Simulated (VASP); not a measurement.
# Au (Fm-3m) in VASP: further runs, part 2 of 2

VASP 6.6.1. The steps go on from the part before.

**3. Electrostatic potential, PBE**

This run uses another cell than the first one, of 17.95 Å³/atom, 1.057 times its volume.

INCAR reads:

```
SYSTEM = Au
ALGO = Normal ; EDIFF = 1E-7
ENCUT = 700 ; GGA = PE
ISIF = 2 ; ISMEAR = 1
LASPH = .True. ; LCHARG = .True.
LREAL = .False. ; LVHAR = .True.
LWAVE = .False. ; NELM = 80
PREC = Accurate ; SIGMA = 0.1
```

KPOINTS reads:

```
k-points
0
Gamma
  18 18 18
  0 0 0
```

POSCAR reads:

```
Au                                      
1.0
    0.0000000000      2.0782433190      2.0782433190
    2.0782433190      0.0000000000      2.0782433190
    2.0782433190      2.0782433190      0.0000000000
  Au            
     1
Direct
     0.0000000000000000    0.0000000000000000    0.0000000000000000
```

Potentials or basis: VASP PAW PBE potentials, release 64 (Au).

Started as:

```console
$ cat potpaw_PBE.64/Au/POTCAR > POTCAR
$ mpirun -np 1 vasp_std > vasp.out
```

OUTCAR:

```text
SYSTEM = Au
   EDIFF = 1E-7
   ENCUT = 700
   GGA = PE
   ISIF = 2
   ISMEAR = 1
   LASPH = .True.
   LREAL = .False.
   NELM = 80
   PREC = Accurate

 ion  position               nearest neighbor table
   1  0.000  0.000  0.000-

  LATTYP: Found a face centered cubic cell.
 ALAT       =     4.1564866380

  Lattice vectors:

 A1 = (   0.0000000000,   2.0782433190,   2.0782433190)
 A2 = (   2.0782433190,   0.0000000000,   2.0782433190)
 A3 = (   2.0782433190,   2.0782433190,   0.0000000000)

Analysis of symmetry for initial positions (statically):
=====================================================================
 Subroutine PRICEL returns:
 Original cell was already a primitive cell.

 Routine SETGRP: Setting up the symmetry group for a
 face centered cubic supercell.

 Subroutine GETGRP returns: Found 48 space group operations
 (whereof 48 operations were pure point group operations)
 out of a pool of 48 trial point group operations.

The static configuration has the point symmetry O_h .

Analysis of symmetry for dynamics (positions and initial velocities):
=====================================================================
 Subroutine PRICEL returns:
 Original cell was already a primitive cell.

 Routine SETGRP: Setting up the symmetry group for a
 face centered cubic supercell.

 Subroutine GETGRP returns: Found 48 space group operations
 (whereof 48 operations were pure point group operations)
 out of a pool of 48 trial point group operations.

The dynamic configuration has the point symmetry O_h .

 Subroutine INISYM returns: Found 48 space group operations
 (whereof 48 operations are pure point group operations),
 and found     1 'primitive' translations

----------------------------------------------------------------------------------------

                                     Primitive cell
[... 106 lines left out ...]
   IALGO  =     38    algorithm
   IMIX   =      4    mixing-type and parameters
     AMIX     =   0.40;   BMIX     =  1.00
     AMIX_MAG =   1.60;   BMIX_MAG =  1.00
  volume/ion in A,a.u.               =      17.95       121.15
  Fermi-wavevector in a.u.,A,eV,Ry     =   1.390484  2.627634 26.306127  1.933446
  Thomas-Fermi vector in A             =   2.514415
   LORBIT       =      0    0 simple, 1 ext, 2 COOP (PROOUT), +10 PAW based schemes
   GGA     = PE    functional components
   LHFCALC =     F    Hartree Fock is set to
   AEXX    =    0.0000 exact exchange contribution
   IVDW    =     0    specifies the selected vdW correction
   LEPSILON=     F    determine dielectric tensor
   LRPA    =     F    only Hartree local field effects (RPA)
 non-spin polarized calculation
 Methfessel and Paxton  Order N= 1 SIGMA  =   0.10
  energy-cutoff  :      700.00
  volume of cell :       17.95
 maximum number of plane-waves:       769
 NGX is ok and might be reduce to    28
   NGX = 13   NGY = 13   NGZ = 13

 number of electron      11.0000001 magnetization

 Free energy of the ion-electron system (eV)
  ---------------------------------------------------
  ext. energy  EPLUGINS =         0.00000000
  ---------------------------------------------------
  free energy    TOTEN  =        -3.22164108 eV

  energy without entropy =       -3.22152149  energy(sigma->0) =       -3.22160122

 E-fermi :   8.5831     XC(G=0): -12.4068

 val. band max:        8.5678289813   @ k =   0.5000   0.2778   0.1111
 cond. band min:       8.6112148982   @ k =   0.5000   0.1667   0.0556
 fundamental gap:      0.0433859168
 Fermi energy:         8.5830718990

 k-point     1 :       0.0000    0.0000    0.0000
  band No.  band energies     occupation
      1      -0.6873      2.00000
      2       4.2083      2.00000
      3       4.2083      2.00000
      4       4.2083      2.00000
      5       5.5893      2.00000
      6       5.5893      2.00000
      7      23.2103      0.00000
      8      26.9102      0.00000
      9      26.9102      0.00000
[... 265 lines left out ...]
 k-point    24 :      -0.2222    0.0556    0.0000
  band No.  band energies     occupation
      1       1.0351      2.00000
      2       3.9783      2.00000
      3       4.4915      2.00000
      4       4.5238      2.00000
      5       5.5099      2.00000
      6       5.9488      2.00000
      7      19.8713      0.00000
      8      24.1241      0.00000
      9      26.6594      0.00000

 [... further k-points ...]
[... 5 lines left out ...]
  --------------------------------------------------------------------------------------
  -------------------------------------------------------------------------------------
  Total        0.0005743      0.0005743      0.0005743     -0.0000000     -0.0000000      0.0000000
  in kB        0.0512580      0.0512580      0.0512580     -0.0000000     -0.0000000      0.0000000
  external PRESSURE =       0.0512580 kB  Pullay stress =       0.0000000 kB

 VOLUME and BASIS-vectors are now :
 -----------------------------------------------------------------------------
  energy-cutoff  :      700.00
  volume of cell :       17.95
      direct lattice vectors                 reciprocal lattice vectors
     0.000000000  2.078243319  2.078243319    -0.240587806  0.240587806  0.240587806
     2.078243319  0.000000000  2.078243319     0.240587806 -0.240587806  0.240587806
     2.078243319  2.078243319  0.000000000     0.240587806  0.240587806 -0.240587806

 POSITION                                       TOTAL-FORCE (eV/Angst)
 -----------------------------------------------------------------------------------
      0.00000      0.00000      0.00000         0.000000      0.000000      0.000000
 -----------------------------------------------------------------------------------
    total drift:                               -0.000000     -0.000000     -0.000000

  FREE ENERGIE OF THE ION-ELECTRON SYSTEM (eV)
  ---------------------------------------------------
  free  energy   TOTEN  =        -3.2216410816 eV

  energy  without entropy=       -3.2215214862  energy(sigma->0) =       -3.22160122
```

OSZICAR:

```text
N       E                     dE             d eps       ncg     rms          rms(c)
DAV:   1     0.567883346432E+02    0.56788E+02   -0.69227E+03  3558   0.139E+03
DAV:   2    -0.291622760130E+01   -0.59705E+02   -0.56717E+02  3624   0.232E+02
DAV:   3    -0.348130894370E+01   -0.56508E+00   -0.56455E+00  4247   0.239E+01
DAV:   4    -0.348298100313E+01   -0.16721E-02   -0.16720E-02  3952   0.132E+00
DAV:   5    -0.348299135548E+01   -0.10352E-04   -0.10352E-04  3948   0.104E-01    0.799E+00
DAV:   6    -0.323908734328E+01    0.24390E+00   -0.83472E-01  3594   0.885E+00    0.521E+00
DAV:   7    -0.322347698588E+01    0.15610E-01   -0.64061E-02  3742   0.244E+00    0.261E+00
DAV:   8    -0.322164344574E+01    0.18335E-02   -0.11590E-03  3694   0.360E-01    0.210E-01
DAV:   9    -0.322163475624E+01    0.86895E-05   -0.55974E-06  3964   0.252E-02    0.151E-02
DAV:  10    -0.322164123432E+01   -0.64781E-05   -0.32749E-06  3860   0.245E-02    0.373E-03
DAV:  11    -0.322164111466E+01    0.11966E-06   -0.45494E-08  2914   0.204E-03    0.340E-04
DAV:  12    -0.322164108160E+01    0.33066E-07   -0.38031E-09  1839   0.733E-04
   1 F= -.32216411E+01 E0= -.32216012E+01  d E =-.119595E-03
```

stdout:

```text
POSCAR found type information on POSCAR Au
 POSCAR found :  1 types and       1 ions
 scaLAPACK will be used
 LDA part: xc-table for (Slater+PW92), standard interpolation
 POSCAR, INCAR and KPOINTS ok, starting setup
 FFT: planning ... GRIDC
 FFT: planning ... GRID_SOFT
 FFT: planning ... GRID
 WAVECAR not read
 entering main loop
```

It took 57 s on 1 thread of Intel Xeon Platinum 8559C (Emerald Rapids), shared host; peak memory 0.2 GiB.

What came out:

```
Free energy            : -3.2216 eV
Pressure               : 0.0 GPa
Band gap on the k mesh : none (metal or under the smearing width)
```

Levels at points of the mesh, in eV from the Fermi level:
```tsv
k point	band 4	band 5	band 6	band 7	band 8	band 9
(0.00, 0.00, 0.00)	-4.37	-2.99	-2.99	14.63	18.33	18.33
(0.50, 0.00, 0.00)	-1.90	-1.90	-0.67	2.85	14.07	16.78
(0.50, 0.50, 0.00)	-1.61	-1.61	1.21	5.41	9.91	9.91
```

Spin-orbit coupling is left out, which matters for the levels of Au.
